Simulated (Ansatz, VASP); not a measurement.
One calculation of Mg, two programs

Contents of INCAR:

```
ALGO = Normal
EDIFF = 1E-6
ENCUT = 520
GGA = PE
ISIF = 2
ISMEAR = 0
LASPH = True
LCHARG = True
LELF = True
LREAL = False
LVHAR = True
LWAVE = False
NBANDS = 9
NELM = 100
PREC = Accurate
SIGMA = 0.1
```

KPOINTS

```
k-points
0
Gamma
  12 12 12
```

The input POSCAR:

```
Mg
1.0
    3.6711586697      0.0000000000      0.0000000000
    0.0000000000      3.6711586697      0.0000000000
    0.0340982856      0.0000000000      3.4098285591
Mg
2
Direct
    0.0000000000      0.0000000000      0.0000000000
    0.5000000000      0.5000000000      0.5000000000
```

Input for Ansatz:

```yaml
crystal:
  lattice:
    - [3.6711586697, 0.0, 0.0]
    - [0.0, 3.6711586697, 0.0]
    - [0.0340982856, 0.0, 3.4098285591]
  atoms:
    - { symbol: Mg, position: [0.0, 0.0, 0.0] }
    - { symbol: Mg, position: [0.5, 0.5, 0.5] }
basis:
  ecutwfc: 420
kpoints:
  mp_grid: { grid: [12, 12, 12] }
hamiltonian:
  xc: pbe
scf:
  occupations: { method: gaussian, width: 0.1 }
output:
  forces: true
  stress: true
  eigenvalues: true
```

Change from the starting cell: shear of c along a, cell held, atoms relaxed: +1.0 %.

Alike in both runs: task single point; functional PBE; k mesh 12 × 12 × 12; occupations gaussian, width 0.1 eV; no spin polarisation.

|  | VASP | Ansatz |
| --- | --- | --- |
| version | VASP 6.6.1 | Ansatz 0.2.0 |
| potentials or method | VASP PAW PBE potentials, release 64 (Mg) | scalar-relativistic, plane waves, PAW |
| plane-wave cutoff (eV) | 520 | 420 |
| valence electrons in the cell | 4 | 20 |

|  | VASP | Ansatz | Ansatz less VASP |
| --- | --- | --- | --- |
| gap on the k mesh at the Fermi level (eV) | none | none | - |
| pressure (GPa) | -0.2 | -0.1 | +0.13 |
| largest component of the traceless stress (GPa) | 0.54 | 0.54 | -0.005 |

A gap of «none» marks a metal or a gap that the smearing closes. The functional is the same, so the differences come from potentials, cutoffs and numerics. The two sets of potentials don't hold the same shells in valence.
